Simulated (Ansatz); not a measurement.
# Bi: which structure wins, scalar-relativistic

Which of fcc, bcc, hcp, sc, diamond is lowest for Bi, scalar-relativistic? Methods of the runs shown: LAPW. Companion runs by PAW are cited.

Method: DFT, PBE, all-electron LAPW, scalar-relativistic, in Ansatz 0.2.0.

## Step 1: The system as given

It takes space group Fm-3m (No. 225, cubic). Conventional cell: a = 5.032 Å, b = 5.032 Å, c = 5.032 Å, α = 90.00°, β = 90.00°, γ = 90.00°. Around Bi (site symmetry m-3m) lie 12 Bi at 3.56 Å.

Coordinates:

```cif
data_structure
_symmetry_space_group_name_H-M 'P 1'
_symmetry_Int_Tables_number 1
_cell_length_a 3.5584
_cell_length_b 3.5584
_cell_length_c 3.5584
_cell_angle_alpha 60.000
_cell_angle_beta 60.000
_cell_angle_gamma 60.000
_cell_volume 31.86
loop_
_atom_site_label
_atom_site_type_symbol
_atom_site_fract_x
_atom_site_fract_y
_atom_site_fract_z
_atom_site_occupancy
Bi1 Bi 0.00000 0.00000 0.00000 1
```

## Step 2: Fcc relaxed, LAPW

File input.yaml:

```yaml
crystal:
  lattice:
    - [0.0, 2.5161747668, 2.5161747668]
    - [2.5161747668, 0.0, 2.5161747668]
    - [2.5161747668, 2.5161747668, 0.0]
  atoms:
    - { symbol: Bi, position: [0.0, 0.0, 0.0] }
kpoints:
  mp_grid: { grid: [14, 14, 14] }
scf:
  occupations: { method: fermi_dirac, width: 0.05 }
hamiltonian:
  xc: pbe
  pseudopotentials: { kind: all_electron, lapw: { basis_error: 0.0005 } }
output:
  forces: true
  stress: true
  eigenvalues: true
  populations: true
relax:
  f_tol: 0.005
  max_steps: 25
  cell: {}
```

On the command line:

```console
$ ansatz run input.yaml --threads 1 --pin off --max-ram 3072MiB --backend cpu --events-out ev --progress --plain --runs-dir out
```

Standard output (excerpt; [...] marks lines left out):

```text
[...]
Bi: projections on atomic orbitals take those of the free atom 1s2 2s2 2p6 3s2 3p6 3d10 4s2 4p6 4d10 4f14 5s2 5p6 5d10 6s2 6p3, of charge +0.00 (hamiltonian.pseudopotentials.projection_atoms)
LAPW: plane waves up to 6.683 Å⁻¹, error target 5.0e-4 eV per atom; small_component_spin mean_spin; Bi in spheres of 1.726 Å, 37 of its electrons in bands, Dirac shells []
[...]
Pseudopotentials: kind: all_electron
Pseudopotential: Bi, LAPW, valence charge 37, Koelling and Harmon's equation, gaussian nucleus
Functional definition: PBE
[...]
Crystal: 1 atoms, lattice volume = 31.860 Å³
Basis set: ecut = 170.1407460440632 eV, 169 PW (Γ), exchange–correlation at level 2
Bands: 23, of which v1, the nominal top of the filled ones, is band 19 counted from 1 (18 counted from 0)
Symmetry: 48 space group operations
Space group: Fm-3m (ITA 225), of the structure as read, at distance tolerance 3.2e-5 Å
k-points: 104 of 2744
[...]
SCF iter   1: F=—  HF=-585705.796610 eV  |F-HF|=—  |Δ(HF+E_count)|=         —  Δρ=4.59e-3  dr2=5.56e-3  ethr=1.49e-5  ⟨swp⟩=3.7  Hψ=15549  notcnv=0
[...]
relax step   1: F+E_penalty+E_count = -585705.79185968 eV  Δ(F+E_penalty+E_count) = +0.000e0 eV  max|allowed force component| = 0.000e0 eV/Å  Δτ_max = 0.0000 Å  P = +0.048 GPa  Ω = 31.860 Å³  (7 SCF iters, accepted)
[...]
relax step   2: F+E_penalty+E_count = -585705.79185968 eV  Δ(F+E_penalty+E_count) = +4.657e-10 eV  max|allowed force component| = 0.000e0 eV/Å  Δτ_max = 0.0000 Å  P = +0.048 GPa  Ω = 31.860 Å³  stress off target by 4.78e-2 GPa  SCF on the basis re-selected at this cell (its energy is not [...]
SCF converged after 2 iterations
Free energy (F): -585705.791860 eV
[...]
E sigma→0 (E₀):  -585705.788317 eV
Entropy (-TS):   -0.007085 eV (-7.085 meV/atom)
Fermi energy:    15.520640 eV
[...]
--- Forces (eV/Å), atoms counted from 1 ---
  atom   1  Bi    -0.00000000     0.00000000     0.00000000
[...]
--- Stress (GPa, compression-positive) ---
        0.047794      -0.000000      -0.000000
       -0.000000       0.047794      -0.000000
       -0.000000      -0.000000       0.047794
  P = ⅓ Tr σ = 0.0478 GPa (0.478 kbar)
--- Band table (eV; the first three rows and the last of 104) ---
  k-point 0: bands = ["-137.9363", "-133.0652", "-133.0652", "-133.0652", "-133.0649", "-133.0649", "-133.0649", "-133.0646", "-76.1900", "-76.1900", "-76.1900", "-7.6107", "-7.6107", "-7.6107", "-7.5463", "-7.5463", "2.0444", "20.2705", "20.2705", "20.2705", "24.0720", "24.5439", "26.1556"]
[...]
--- Relaxed structure (1 steps of the walk, 1 accepted, 1 SCFs on fresh bases) ---
  F+E_penalty+E_count = -585705.79185968 eV   max|allowed force component| = 0.000e0 eV/Å   (the final SCF, on the basis selected at the relaxed cell)
  cell:  # Å, volume = 31.8605 Å³
    - [0.0, 2.5161747668, 2.5161747668]
    - [2.5161747668, 0.0, 2.5161747668]
    - [2.5161747668, 2.5161747668, 0.0]
  atoms:
    - { symbol: Bi, position: [0.0, 0.0, 0.0] }
--- Löwdin populations: 1 site ---
  site symbol       q [e]
     0     Bi     82.9596
  spilling = 0.000487 (of n_electrons = 83.000000)
```

It took 22 s on 1 thread of Arm Neoverse V1, shared host; peak memory 0.34 GiB.

Step by step:

```
step  energy from step 1 (eV/cell)  largest force component (eV/Å)  pressure (GPa)  volume (Å³)
   1                        0.0000                          0.0000            0.05        31.86
   2                        0.0000                          0.0000            0.05        31.86
```

Step 1 is the start. Step 2 repeats the geometry before on a plane-wave basis chosen anew for that cell, so the energy can jump there without any move; the table keeps such jumps.

| input's cell | before | after | change |
| --- | --- | --- | --- |
| a (Å) | 3.558 | 3.558 | -0.0 % |
| b (Å) | 3.558 | 3.558 | -0.0 % |
| c (Å) | 3.558 | 3.558 | -0.0 % |
| volume (Å³/atom) | 31.86 | 31.86 | -0.0 % |

In short: pressure 0.05 GPa; no gap.

## Step 3: Bcc relaxed, LAPW

Changes to input.yaml since step 2:

```diff
@@ -2,5 +2,5 @@
   lattice:
-    - [0.0, 2.5161747668, 2.5161747668]
-    - [2.5161747668, 0.0, 2.5161747668]
-    - [2.5161747668, 2.5161747668, 0.0]
+    - [-1.9907489211, 1.9907489211, 1.9907489211]
+    - [1.9907489211, -1.9907489211, 1.9907489211]
+    - [1.9907489211, 1.9907489211, -1.9907489211]
   atoms:
@@ -8,3 +8,3 @@
 kpoints:
-  mp_grid: { grid: [14, 14, 14] }
+  mp_grid: { grid: [15, 15, 15] }
 scf:
```

On the command line:

```console
$ ansatz run input.yaml --threads 1 --pin off --max-ram 3072MiB --backend cpu --events-out ev --progress --plain --runs-dir out
```

Standard output (excerpt; [...] marks lines left out):

```text
[...]
Bi: projections on atomic orbitals take those of the free atom 1s2 2s2 2p6 3s2 3p6 3d10 4s2 4p6 4d10 4f14 5s2 5p6 5d10 6s2 6p3, of charge +0.00 (hamiltonian.pseudopotentials.projection_atoms)
LAPW: plane waves up to 6.964 Å⁻¹, error target 5.0e-4 eV per atom; small_component_spin mean_spin; Bi in spheres of 1.672 Å, 37 of its electrons in bands, Dirac shells []
[...]
[... 3 set-up lines as earlier in the session ...]
[...]
Crystal: 1 atoms, lattice volume = 31.558 Å³
Basis set: ecut = 184.7740675148071 eV, 177 PW (Γ), exchange–correlation at level 2
Bands: 23, of which v1, the nominal top of the filled ones, is band 19 counted from 1 (18 counted from 0)
[... 1 set-up line as earlier in the session ...]
Space group: Im-3m (ITA 229), of the structure as read, at distance tolerance 3.2e-5 Å
[...]
Fermi energy:    15.627657 eV
[...]
--- Forces (eV/Å), atoms counted from 1 ---
  atom   1  Bi    -0.00000000     0.00000000     0.00000000
[...]
--- Stress (GPa, compression-positive) ---
        0.014915       0.000000      -0.000000
        0.000000       0.014915      -0.000000
       -0.000000      -0.000000       0.014915
  P = ⅓ Tr σ = 0.0149 GPa (0.149 kbar)
--- Band table (eV; the first three rows and the last of 120) ---
[... band rows left out ...]
[...]
--- Relaxed structure (1 steps of the walk, 1 accepted, 1 SCFs on fresh bases) ---
  F+E_penalty+E_count = -585705.84734782 eV   max|allowed force component| = 0.000e0 eV/Å   (the final SCF, on the basis selected at the relaxed cell)
  cell:  # Å, volume = 31.5580 Å³
    - [-1.9907489211, 1.9907489211, 1.9907489211]
    - [1.9907489211, -1.9907489211, 1.9907489211]
    - [1.9907489211, 1.9907489211, -1.9907489211]
  atoms:
    - { symbol: Bi, position: [0.0, 0.0, 0.0] }
--- Löwdin populations: 1 site ---
  site symbol       q [e]
     0     Bi     82.9636
  spilling = 0.000439 (of n_electrons = 83.000000)
```

Wall time 23 s (1 thread of Arm Neoverse V1, shared host); peak memory 0.34 GiB.

Step by step:

```
step  energy from step 1 (eV/cell)  largest force component (eV/Å)  pressure (GPa)  volume (Å³)
   1                        0.0000                          0.0000            0.01        31.56
   2                        0.0000                          0.0000            0.01        31.56
```

Step 1 is the start. Step 2 repeats the geometry before on a plane-wave basis chosen anew for that cell, so the energy can jump there without any move; the table keeps such jumps.

| input's cell | before | after | change |
| --- | --- | --- | --- |
| a (Å) | 3.448 | 3.448 | -0.0 % |
| b (Å) | 3.448 | 3.448 | -0.0 % |
| c (Å) | 3.448 | 3.448 | -0.0 % |
| volume (Å³/atom) | 31.56 | 31.56 | -0.0 % |

Read from it: pressure 0.01 GPa; no gap.

## Step 4: Hcp relaxed, LAPW

File input.yaml:

```yaml
crystal:
  lattice:
    - [3.4954122621, 0.0, 0.0]
    - [-1.747706131, 3.0271158157, 0.0]
    - [0.0, 0.0, 6.0123925398]
  atoms:
    - { symbol: Bi, position: [0.3333333333, 0.6666666667, 0.25] }
    - { symbol: Bi, position: [0.6666666667, 0.3333333333, 0.75] }
kpoints:
  mp_grid: { grid: [13, 13, 7] }
scf:
  occupations: { method: fermi_dirac, width: 0.05 }
hamiltonian:
  xc: pbe
  pseudopotentials: { kind: all_electron, lapw: { basis_error: 0.0005 } }
output:
  forces: true
  stress: true
  eigenvalues: true
  populations: true
relax:
  f_tol: 0.005
  max_steps: 25
  cell: {}
```

On the command line:

```console
$ ansatz run input.yaml --threads 1 --pin off --max-ram 3072MiB --backend cpu --events-out ev --progress --plain --runs-dir out
```

Standard output (excerpt; [...] marks lines left out):

```text
[...]
Bi: projections on atomic orbitals take those of the free atom 1s2 2s2 2p6 3s2 3p6 3d10 4s2 4p6 4d10 4f14 5s2 5p6 5d10 6s2 6p3, of charge +0.00 (hamiltonian.pseudopotentials.projection_atoms)
LAPW: plane waves up to 6.842 Å⁻¹, error target 5.0e-4 eV per atom; small_component_spin mean_spin; Bi in spheres of 1.695 Å, 37 of its electrons in bands, Dirac shells []
[...]
[... 3 set-up lines as earlier in the session ...]
[...]
Crystal: 2 atoms, lattice volume = 63.617 Å³
Basis set: ecut = 178.33993884912562 eV, 337 PW (Γ), exchange–correlation at level 2
Bands: 45, of which v1, the nominal top of the filled ones, is band 37 counted from 1 (36 counted from 0)
Symmetry: 24 space group operations
[...]
--- Stress (GPa, compression-positive) ---
        0.025419       0.000000       0.000000
        0.000000       0.025419       0.000000
        0.000000       0.000000       0.013614
  P = ⅓ Tr σ = 0.0215 GPa (0.215 kbar)
--- Band table (eV; the first three rows and the last of 84) ---
[...]
--- Relaxed structure (1 steps of the walk, 1 accepted, 1 SCFs on fresh bases) ---
  F+E_penalty+E_count = -1171411.67985030 eV   max|allowed force component| = 1.503e-17 eV/Å   (the final SCF, on the basis selected at the relaxed cell)
  cell:  # Å, volume = 63.6172 Å³
    - [3.4954122621125685, -2.8867481622752976e-11, 0.0]
    - [-1.7477061310312842, 3.027115815703549, 0.0]
    - [0.0, 0.0, 6.0123925398]
  atoms:
    - { symbol: Bi, position: [0.33333333333333326, 0.6666666666666666, 0.25] }
    - { symbol: Bi, position: [0.6666666666666667, 0.33333333333333326, 0.75] }
--- Löwdin populations: 2 sites ---
  site symbol       q [e]
     0     Bi     82.9631
     1     Bi     82.9631
  spilling = 0.000445 (of n_electrons = 166.000000)
```

Wall time 53 s (1 thread of Arm Neoverse V1, shared host); peak memory 0.47 GiB.

The steps of the relaxation:

```
step  energy from step 1 (eV/cell)  largest force component (eV/Å)  pressure (GPa)  volume (Å³)
   1                        0.0000                          0.0000            0.02        63.62
   2                        0.0000                          0.0000            0.02        63.62
```

Step 1 is the start. Step 2 repeats the geometry before on a plane-wave basis chosen anew for that cell, so the energy can jump there without any move; the table keeps such jumps.

| input's cell | before | after | change |
| --- | --- | --- | --- |
| a (Å) | 3.495 | 3.495 | -0.0 % |
| b (Å) | 3.495 | 3.495 | -0.0 % |
| c (Å) | 6.012 | 6.012 | +0.0 % |
| volume (Å³/atom) | 31.81 | 31.81 | +0.0 % |

In short: pressure 0.02 GPa; no gap.

## Step 5: Sc relaxed, LAPW

File input.yaml:

```yaml
crystal:
  lattice:
    - [3.2739889885, 0.0, 0.0]
    - [0.0, 3.2739889885, 0.0]
    - [0.0, 0.0, 3.2739889885]
  atoms:
    - { symbol: Bi, position: [0.0, 0.0, 0.0] }
kpoints:
  mp_grid: { grid: [13, 13, 13] }
scf:
  occupations: { method: fermi_dirac, width: 0.05 }
hamiltonian:
  xc: pbe
  pseudopotentials: { kind: all_electron, lapw: { basis_error: 0.0005 } }
output:
  forces: true
  stress: true
  eigenvalues: true
  populations: true
relax:
  f_tol: 0.005
  max_steps: 25
  cell: {}
```

On the command line:

```console
$ ansatz run input.yaml --threads 1 --pin off --max-ram 3072MiB --backend cpu --events-out ev --progress --plain --runs-dir out
```

Standard output (excerpt; [...] marks lines left out):

```text
[...]
Bi: projections on atomic orbitals take those of the free atom 1s2 2s2 2p6 3s2 3p6 3d10 4s2 4p6 4d10 4f14 5s2 5p6 5d10 6s2 6p3, of charge +0.00 (hamiltonian.pseudopotentials.projection_atoms)
LAPW: plane waves up to 7.442 Å⁻¹, error target 5.0e-4 eV per atom; small_component_spin mean_spin; Bi in spheres of 1.588 Å, 37 of its electrons in bands, Dirac shells []
[...]
[... 3 set-up lines as earlier in the session ...]
[...]
Crystal: 1 atoms, lattice volume = 35.094 Å³
Basis set: ecut = 211.01578271515967 eV, 251 PW (Γ), exchange–correlation at level 2
Bands: 23, of which v1, the nominal top of the filled ones, is band 19 counted from 1 (18 counted from 0)
[... 1 set-up line as earlier in the session ...]
Space group: Pm-3m (ITA 221), of the structure as read, at distance tolerance 3.3e-5 Å
[...]
Entropy (-TS):   -0.004041 eV (-4.041 meV/atom)
Fermi energy:    13.415983 eV
[...]
--- Forces (eV/Å), atoms counted from 1 ---
  atom   1  Bi    -0.00000000    -0.00000000     0.00000000
[...]
--- Stress (GPa, compression-positive) ---
        0.007411      -0.000000       0.000000
       -0.000000       0.007411       0.000000
        0.000000       0.000000       0.007411
  P = ⅓ Tr σ = 0.0074 GPa (0.074 kbar)
--- Band table (eV; the first three rows and the last of 84) ---
[... band rows left out ...]
[...]
--- Relaxed structure (1 steps of the walk, 1 accepted, 1 SCFs on fresh bases) ---
  F+E_penalty+E_count = -585705.94482180 eV   max|allowed force component| = 0.000e0 eV/Å   (the final SCF, on the basis selected at the relaxed cell)
  cell:  # Å, volume = 35.0939 Å³
    - [3.2739889885, 0.0, 0.0]
    - [0.0, 3.2739889885, 0.0]
    - [0.0, 0.0, 3.2739889885]
  atoms:
    - { symbol: Bi, position: [0.0, 0.0, 0.0] }
--- Löwdin populations: 1 site ---
  site symbol       q [e]
     0     Bi     82.9768
  spilling = 0.000280 (of n_electrons = 83.000000)
```

Run time: 18 s. Hardware: 1 thread of Arm Neoverse V1, shared host; peak memory 0.32 GiB.

Relaxation path:

```
step  energy from step 1 (eV/cell)  largest force component (eV/Å)  pressure (GPa)  volume (Å³)
   1                        0.0000                          0.0000            0.01        35.09
   2                        0.0000                          0.0000            0.01        35.09
```

Step 1 is the start. Step 2 repeats the geometry before on a plane-wave basis chosen anew for that cell, so the energy can jump there without any move; the table keeps such jumps.

| input's cell | before | after | change |
| --- | --- | --- | --- |
| a (Å) | 3.274 | 3.274 | -0.0 % |
| b (Å) | 3.274 | 3.274 | -0.0 % |
| c (Å) | 3.274 | 3.274 | -0.0 % |
| volume (Å³/atom) | 35.09 | 35.09 | -0.0 % |

Read from it: pressure 0.01 GPa; no gap.

## Step 6: Diamond relaxed, LAPW

File input.yaml:

```yaml
crystal:
  lattice:
    - [0.0, 3.6442407758, 3.6442407758]
    - [3.6442407758, 0.0, 3.6442407758]
    - [3.6442407758, 3.6442407758, 0.0]
  atoms:
    - { symbol: Bi, position: [-0.125, -0.125, -0.125] }
    - { symbol: Bi, position: [0.125, 0.125, 0.125] }
kpoints:
  mp_grid: { grid: [11, 11, 11] }
scf:
  occupations: { method: fermi_dirac, width: 0.05 }
hamiltonian:
  xc: pbe
  pseudopotentials: { kind: all_electron, lapw: { basis_error: 0.0005 } }
output:
  forces: true
  stress: true
  eigenvalues: true
  populations: true
relax:
  f_tol: 0.005
  max_steps: 25
  cell: {}
```

On the command line:

```console
$ ansatz run input.yaml --threads 1 --pin off --max-ram 3072MiB --backend cpu --events-out ev --progress --plain --runs-dir out
```

Standard output (excerpt; [...] marks lines left out):

```text
[...]
Bi: projections on atomic orbitals take those of the free atom 1s2 2s2 2p6 3s2 3p6 3d10 4s2 4p6 4d10 4f14 5s2 5p6 5d10 6s2 6p3, of charge +0.00 (hamiltonian.pseudopotentials.projection_atoms)
LAPW: plane waves up to 7.793 Å⁻¹, error target 5.0e-4 eV per atom; small_component_spin mean_spin; Bi in spheres of 1.531 Å, 37 of its electrons in bands, Dirac shells []
[...]
[... 3 set-up lines as earlier in the session ...]
[...]
Crystal: 2 atoms, lattice volume = 96.795 Å³
Basis set: ecut = 231.36160515376932 eV, 749 PW (Γ), exchange–correlation at level 2
Bands: 45, of which v1, the nominal top of the filled ones, is band 37 counted from 1 (36 counted from 0)
[... 1 set-up line as earlier in the session ...]
Space group: Fd-3m (ITA 227), of the structure as read, at distance tolerance 4.6e-5 Å
[...]
  atom   1  Bi    -0.00000000     0.00000000     0.00000000
  atom   2  Bi    -0.00000000    -0.00000000    -0.00000000
[...]
--- Stress (GPa, compression-positive) ---
        0.021284       0.000000       0.000000
        0.000000       0.021284      -0.000000
        0.000000      -0.000000       0.021284
  P = ⅓ Tr σ = 0.0213 GPa (0.213 kbar)
--- Band table (eV; the first three rows and the last of 56) ---
[...]
--- Relaxed structure (1 steps of the walk, 1 accepted, 1 SCFs on fresh bases) ---
  F+E_penalty+E_count = -1171411.57305613 eV   max|allowed force component| = 9.252e-18 eV/Å   (the final SCF, on the basis selected at the relaxed cell)
  cell:  # Å, volume = 96.7946 Å³
    - [0.0, 3.6442407758, 3.6442407758]
    - [3.6442407758, 0.0, 3.6442407758]
    - [3.6442407758, 3.6442407758, 0.0]
  atoms:
    - { symbol: Bi, position: [-0.125, -0.125, -0.125] }
    - { symbol: Bi, position: [0.125, 0.125, 0.125] }
--- Löwdin populations: 2 sites ---
  site symbol       q [e]
     0     Bi     82.9761
     1     Bi     82.9761
  spilling = 0.000288 (of n_electrons = 166.000000)
```

Wall time 60 s (1 thread of Arm Neoverse V1, shared host); peak memory 0.49 GiB.

Relaxation path:

```
step  energy from step 1 (eV/cell)  largest force component (eV/Å)  pressure (GPa)  volume (Å³)
   1                        0.0000                          0.0000            0.02        96.79
   2                        0.0000                          0.0000            0.02        96.79
```

Step 1 is the start. Step 2 repeats the geometry before on a plane-wave basis chosen anew for that cell, so the energy can jump there without any move; the table keeps such jumps.

| input's cell | before | after | change |
| --- | --- | --- | --- |
| a (Å) | 5.154 | 5.154 | +0.0 % |
| b (Å) | 5.154 | 5.154 | +0.0 % |
| c (Å) | 5.154 | 5.154 | +0.0 % |
| volume (Å³/atom) | 48.40 | 48.40 | +0.0 % |

Read from it: pressure 0.02 GPa; no gap.

## Step 7: All runs together

The PAW rows are taken from companion runs at the same settings.

Free energy per atom, from each method's lowest phase:

```
method    start  space group, start → end  volume (Å³/atom)  pressure (GPa)  free energy (meV/atom)
  LAPW      fcc             Fm-3m → Fm-3m            31.860             0.0                   153.0
  LAPW      bcc             Im-3m → Im-3m            31.558             0.0                    97.5
  LAPW      hcp       P6_3/mmc → P6_3/mmc            31.809             0.0                   104.9
  LAPW       sc             Pm-3m → Pm-3m            35.094             0.0                     0.0
  LAPW  diamond             Fd-3m → Fd-3m            48.397             0.0                   158.3
   PAW      fcc             Fm-3m → Fm-3m            31.860             0.0                   153.0
   PAW      bcc             Im-3m → Im-3m            31.558             0.0                    97.5
   PAW      hcp       P6_3/mmc → P6_3/mmc            31.809             0.0                   104.9
   PAW       sc             Pm-3m → Pm-3m            35.094             0.0                     0.0
   PAW  diamond             Fd-3m → Fd-3m            48.397             0.0                   158.5
```

## Step 8: What came out

| quantity | value |
| --- | --- |
| lowest (LAPW) | sc, 97.5 meV/atom under bcc |
| lowest (PAW) | sc, 97.5 meV/atom under bcc |

By LAPW the order is sc < bcc < hcp < fcc < diamond. By PAW the order is sc < bcc < hcp < fcc < diamond. The methods agree on the lowest phase. Only these structures were tried, with electrons smeared by 0.05 eV and without vibrations, so the true ground state may be another. The k meshes differ between phases and weren't tested, which can move differences by some meV. Spin-orbit coupling is left out, though the cell holds Bi; in elements this heavy it can shift bands and gaps by tenths of an eV.
